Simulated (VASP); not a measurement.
MgS (distorted zincblende), PBEsol single-point calculation: VASP's output and Ansatz's

POSCAR

```
Mg S
 1.0000000000000000
    -0.0743000000000000    2.8090999999999999    2.8151000000000002
     2.8650000000000002   -0.0375000000000000    2.7782000000000000
     2.8611000000000000    2.7684000000000002   -0.0336000000000000
 Mg  S
   1   1
Cartesian
  2.8542749000000001  0.0395675800000000  2.8081805799999997
  1.4002535800000000  1.3722442400000001  1.3529420200000002
```

VASP ran with the recommended PBE PAW datasets (8 valence electrons in the cell).

From OUTCAR

```
k-points           NKPTS =    112   k-points in BZ     NKDIM =    112   number of bands    NBANDS=     11

   NELECT =       8.0000    total number of electrons

   dimension x,y,z NGX =    30 NGY =   30 NGZ =   30
   dimension x,y,z NGXF=    60 NGYF=   60 NGZF=   60

  energy-cutoff  :      520.00
  volume of cell :       45.80
      direct lattice vectors                 reciprocal lattice vectors
    -0.074300000  2.809100000  2.815100000    -0.167900486  0.175652890  0.175517197
     2.865000000 -0.037500000  2.778200000     0.172219220 -0.175801668  0.179972418
     2.861100000  2.768400000 -0.033600000     0.172701733  0.180602841 -0.175659729

 k-points in reciprocal lattice and weights: KPOINTS created by Atomic Simulation Env
   0.00000000  0.00000000  0.00000000       0.005
   0.16666667 -0.00000000 -0.00000000       0.009
   0.33333333 -0.00000000 -0.00000000       0.009
   0.50000000 -0.00000000 -0.00000000       0.005
  -0.00000000  0.16666667  0.00000000       0.009
   0.16666667  0.16666667 -0.00000000       0.009
   0.33333333  0.16666667 -0.00000000       0.009
   0.50000000  0.16666667 -0.00000000       0.009
   ...

 E-fermi :   1.4175

 k-point     1 :       0.0000    0.0000    0.0000
  band No.  band energies     occupation
      1     -10.3070      2.00000
      2       0.8172      2.00000
      3       0.9720      2.00000
      4       1.0117      2.00000
      5       4.1794      0.00000
      6       8.5559      0.00000
      7       8.7911      0.00000
      8       9.0874      0.00000
      9      11.4390      0.00000
     10      12.0130      0.00000
     11      14.0484      0.00000

 k-point     2 :       0.1667   -0.0000   -0.0000
  band No.  band energies     occupation
      1     -10.1675      2.00000
      2      -0.0910      2.00000
      3       0.7274      2.00000
      4       0.9118      2.00000
      5       5.2372      0.00000
      6       8.3674      0.00000
      7       8.9761      0.00000
      8       9.2042      0.00000
      9      11.1191      0.00000
     10      11.4245      0.00000
     11      13.4430      0.00000

 k-point     3 :       0.3333   -0.0000   -0.0000
  band No.  band energies     occupation
      1      -9.8578      2.00000
      2      -1.5331      2.00000
      3       0.5604      2.00000
      4       0.7990      2.00000
      5       5.9968      0.00000
      6       8.7307      0.00000
      7       8.7778      0.00000
      8       8.9551      0.00000
      9      12.1425      0.00000
     10      12.2539      0.00000
     11      12.9107      0.00000

 k-point     4 :       0.5000   -0.0000   -0.0000
  band No.  band energies     occupation
      1      -9.6832      2.00000
      2      -2.1273      2.00000
      3       0.4832      2.00000
      4       0.7471      2.00000
      5       5.9957      0.00000
      6       8.5318      0.00000
      7       8.5636      0.00000
      8       9.3234      0.00000
      9      13.4781      0.00000
     10      13.9216      0.00000
     11      14.3355      0.00000

 k-point     5 :      -0.0000    0.1667    0.0000
  band No.  band energies     occupation
      1     -10.1561      2.00000
      2      -0.1736      2.00000
      3       0.7809      2.00000
      4       0.9345      2.00000
      5       5.1920      0.00000
      6       8.4764      0.00000
      7       8.8106      0.00000
      8       9.3874      0.00000
      9      10.9163      0.00000
     10      11.2665      0.00000
     11      13.5006      0.00000

 k-point     6 :       0.1667    0.1667   -0.0000
  band No.  band energies     occupation
      1     -10.1028      2.00000
      2      -0.1202      2.00000
      3       0.5839      2.00000
      4       0.6484      2.00000
      5       5.5419      0.00000
      6       7.9012      0.00000
      7       9.3415      0.00000
      8       9.7015      0.00000
      9       9.8002      0.00000
     10      12.0408      0.00000
     11      14.9995      0.00000

 k-point     7 :       0.3333    0.1667   -0.0000
  band No.  band energies     occupation
      1      -9.8434      2.00000
      2      -1.1344      2.00000
      3       0.2861      2.00000
      4       0.4441      2.00000
      5       6.3238      0.00000
      6       7.7361      0.00000
      7       8.6101      0.00000
      8       9.7746      0.00000
      9      11.1217      0.00000
     10      13.0662      0.00000
     11      14.3721      0.00000

 k-point     8 :       0.5000    0.1667   -0.0000
  band No.  band energies     occupation
      1      -9.6168      2.00000
      2      -1.8653      2.00000
      3      -0.0164      2.00000
      4       0.4032      2.00000
      5       6.5505      0.00000
      6       7.6489      0.00000
      7       9.2547      0.00000
      8       9.4607      0.00000
      9      12.4455      0.00000
     10      14.1551      0.00000
     11      14.7888      0.00000

 ...

  Total       -0.1185931     -0.0190336      0.0086631      0.8052371      0.2148101      0.9021469
  in kB       -4.1485912     -0.6658280      0.3030518     28.1685896      7.5144303     31.5586633
  external PRESSURE =      -1.5037892 kB  Pullay stress =       0.0000000 kB

 POSITION                                       TOTAL-FORCE (eV/Angst)
 -----------------------------------------------------------------------------------
      2.85427      0.03957      2.80818        -0.231329     -0.639426     -0.541646
      1.40025      1.37224      1.35294         0.231329      0.639426      0.541646
 -----------------------------------------------------------------------------------
    total drift:                               -0.000285      0.000198      0.000207

  FREE ENERGIE OF THE ION-ELECTRON SYSTEM (eV)
  ---------------------------------------------------
  free  energy   TOTEN  =        -8.8452232578 eV

  energy  without entropy=       -8.8452232578  energy(sigma->0) =       -8.84522326
```

Each program uses its own PAW datasets. VASP's cell holds 8 valence electrons and Ansatz's 16. Ansatz's stress includes a Pulay correction; VASP's doesn't.

Question: What does Ansatz give for the same cell and level of theory?

Answer: gap between bands v and c on the k mesh 3.16 eV; least direct gap on the k mesh 3.16 eV; pressure -0.1 GPa; largest force 0.87 eV/Å.

Ansatz printed

```
SCF 1 converged in 6 iterations: F = -2799.690080 eV  dr2 = 8.75e-10
  greatest PAW one-centre occupation: 1.000 electrons in one spin orbital (limit 2), on the Mg atom at site 0 (counted from 0), in its partial waves of l = 0
SCF converged after 6 iterations
Free energy (F): -2799.690080 eV
Harris-Foulkes:  -2799.690080 eV  (|F-HF|=1.25e-9)
Internal energy: -2799.690080 eV  (E = F + TS)
E sigma→0 (E₀):  -2799.690080 eV
Fermi energy:    4.643182 eV
--- Per-component energies (eV) ---
  E_band       = -370.624634
  E_kinetic    = 183.644365
  E_local      = -1890.865155  (includes V_loc(G=0)·N_el)
  E_nonlocal   = 124.463627
  E_hartree    = 684.585953
  E_xc         = -125.475108
  E_vxc        = -125.448073  (∫ρ·V_xc dr)
  E_paw        = -865.384479  (= ΣΔE_a)
  E_vpaw       = -31.591200  (= ΣTr[D̂ρ^β])
  E_aug_tail   = -0.000001  (compensation charges beyond the density's cutoff)
  E_ewald      = -910.780094
  E_core_change = 0.120812  (= ΣΔE_core)
  E_smearing   = -0.000000  (= −TS)
  E_closure    = 0.000000  (closes the sum)
  Σ components = -2799.690080   (vs F -2799.690080, Δ=0.00e0)
--- Forces (eV/Å), atoms counted from 1 ---
  atom   1  Mg    -0.22935393    -0.63752170    -0.53992031
  atom   2  S      0.22935511     0.63752012     0.53991940
  max |Σ_I F_I| component: 1.58e-6 eV/Å
--- Stress (GPa, compression-positive) ---
       -0.330800       2.804747       3.143457
        2.804746       0.015434       0.743596
        3.143456       0.743596       0.111984
  P = ⅓ Tr σ = -0.0678 GPa (-0.678 kbar)
--- Band table (eV; the first three rows and the last of 112) ---
  k-point 0: bands = ["-70.4396", "-37.3920", "-37.3838", "-37.3730", "-8.2611", "2.8624", "3.0182", "3.0586", "6.2234", "10.5730", "10.8053", "11.0982"]
  k-point 1: bands = ["-70.4396", "-37.3921", "-37.3844", "-37.3733", "-8.1089", "1.9112", "2.7851", "2.9768", "7.2366", "10.5154", "10.8151", "11.3705"]
  k-point 2: bands = ["-70.4396", "-37.3923", "-37.3854", "-37.3737", "-7.7691", "0.4577", "2.5953", "2.8448", "7.9340", "10.4610", "10.9476", "11.1349"]
  k-point 111: bands = ["-70.4395", "-37.3929", "-37.3844", "-37.3756", "-7.5243", "-0.2371", "2.6172", "2.6859", "7.8334", "10.1639", "10.7493", "11.3516"]
```
